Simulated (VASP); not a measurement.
# KCl: relaxation with set parts of the cell free, by free to move

KCl, P1 (no. 1), 2 atoms in the cell. PBE, constrained relaxation; PAW potentials K_sv, Cl (PBE set).

| Free to move | Volume (Å³/atom) | Pressure in a fresh run at the final cell (GPa) | Pressure printed at the end of the relaxation (GPa) | Ionic steps, all stages | Electronic steps, all stages | Time (s) |
|---|---|---|---|---|---|---|
| atoms | 28.752 | -0.36 | -0.36 | 7 | 61 | 14 |
| atoms, shape and volume | 28.210 | -0.02 | -0.02 | 11 | 86 | 19 |
| atoms and shape at fixed volume | 28.752 | -0.37 | -0.37 | 11 | 89 | 19 |
| shape alone | 28.752 | -0.33 | -0.33 | 11 | 71 | 18 |
| shape and volume | 28.218 | 0.01 | 0.01 | 11 | 83 | 20 |
| volume alone | 28.246 | -0.01 | -0.01 | 5 | 55 | 13 |
| atoms and volume | 28.147 | 0.02 | 0.02 | 9 | 79 | 18 |
| atoms and the z components of the lattice | 28.566 | -0.25 | -0.25 | 10 | 82 | 19 |
| atoms and the x and y components of the lattice | 28.323 | -0.09 | -0.09 | 10 | 83 | 20 |
| atoms and the y and z components of the lattice | 28.308 | -0.09 | -0.09 | 11 | 89 | 21 |

Limits: the start was distorted on purpose (random strain, atoms moved at random), so the space group given is the start's and not the crystal's.

## Input of the first row

INCAR.step1:
```
SYSTEM = KCl
ALGO = Normal
EDIFF = 1E-6
EDIFFG = -0.01
ENCUT = 350
IBRION = 2
ISIF = 2
ISMEAR = 0
ISYM = 0
KPAR = 4
LASPH = .True.
LCHARG = .False.
LREAL = .False.
LWAVE = .False.
NELM = 100
NSW = 80
POTIM = 0.5
PREC = Accurate
SIGMA = 0.05
```

INCAR.step3, as INCAR.step1 but for:
```
- EDIFFG = -0.01
- IBRION = 2
- NSW = 80
- POTIM = 0.5
+ NSW = 0
```

KPOINTS:
```
k-points
0
Gamma
  5 5 5
```

POSCAR.step1:
```
KCl
1.0
    3.8524640000     -0.0092440000     -0.0039640000
   -0.0092440000      3.8739540000      0.0197240000
   -0.0039640000      0.0197240000      3.8531930000
K Cl
1 1
Direct
    0.0099180000     -0.0005040000     -0.0006970000
    0.4900820000      0.5005040000      0.5006970000
```

POSCAR.step3:
```
KCl
1.0
    3.8524640000     -0.0092440000     -0.0039640000
   -0.0092440000      3.8739540000      0.0197240000
   -0.0039640000      0.0197240000      3.8531930000
K Cl
1 1
Direct
    0.9978756843      0.9996004148      0.9999535116
    0.5021243157      0.5003995852      0.5000464884
```

Commands (each step's output is kept before the next begins):
```
cat potpaw_PBE.64/K_sv/POTCAR potpaw_PBE.64/Cl/POTCAR > POTCAR
cp INCAR.step1 INCAR
cp POSCAR.step1 POSCAR
mpirun -np 4 vasp_std > vasp.out
cp CONTCAR POSCAR
mpirun -np 4 vasp_std > vasp.out
cp CONTCAR POSCAR
cp INCAR.step3 INCAR
cp POSCAR.step3 POSCAR
mpirun -np 4 vasp_std > vasp.out
```

Changes of the last row against the first:
```
- ISIF = 2
+ ISIF = 3
+ LATTICE_CONSTRAINTS = .FALSE. .TRUE. .TRUE.
```

VASP 6.6.1 took 14 s on 4 cores (Intel Xeon 6975P-C (Granite Rapids)), a shared host.
